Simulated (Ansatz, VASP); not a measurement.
**Two plane-wave programs on Sb**

Contents of INCAR:

```
SYSTEM = Sb
  ALGO = Normal
  EDIFF = 1E-7
  ENCUT = 520
  GGA = PE
  ISIF = 2
  ISMEAR = -1
  LASPH = .True.
  LCHARG = .True.
  LELF = .True.
  LREAL = .False.
  LVHAR = .True.
  LWAVE = .False.
  NBANDS = 8
  NELM = 80
  PREC = Accurate
  SIGMA = 0.05
```

The input KPOINTS:

```
k-points
0
Gamma
  8 8 8
  0 0 0
```

File POSCAR:

```
Sb
1.0
    3.1600000000      0.0000000000      0.0000000000
    0.0000000000      3.1600000000      0.0000000000
    0.0000000000      0.0000000000      3.1600000000
Sb
1
Direct
    0.0000000000      0.0000000000      0.0000000000
```

input.yaml

```yaml
crystal:
  lattice:
    - [3.16, 0.0, 0.0]
    - [0.0, 3.16, 0.0]
    - [0.0, 0.0, 3.16]
  atoms:
    - { symbol: Sb, position: [0.0, 0.0, 0.0] }
hamiltonian:
  xc: pbe
  pseudopotentials: { kind: paw }
kpoints:
  mp_grid: { grid: [8, 8, 8] }
scf:
  occupations: { method: fermi_dirac, width: 0.05 }
output:
  forces: true
  stress: true
  eigenvalues: true
```

This isn't the form of Sb at room conditions, which is rhombohedral.

Alike in both runs: task single point; functional PBE; k mesh 8 × 8 × 8; occupations fermi-dirac, width 0.05 eV; no spin polarisation.

```csv
,VASP,Ansatz
version,VASP 6.6.1,Ansatz 0.2.0
potentials or method,"VASP PAW PBE potentials, release 64 (Sb)",Ansatz PAW
plane-wave cutoff (eV),520,420
valence electrons in the cell,5,15
```

|  | VASP | Ansatz | Ansatz less VASP |
| --- | --- | --- | --- |
| gap on the k mesh at the Fermi level (eV) | none | none | - |
| pressure (GPa) | -2.3 | -2.3 | +0.04 |

A gap of «none» marks a metal or a gap that the smearing closes. With one functional, cell and mesh, what is left measures potentials, basis and numerics. The two sets of potentials don't hold the same shells in valence.

Spin-orbit coupling is left out, which matters for the levels of Sb.
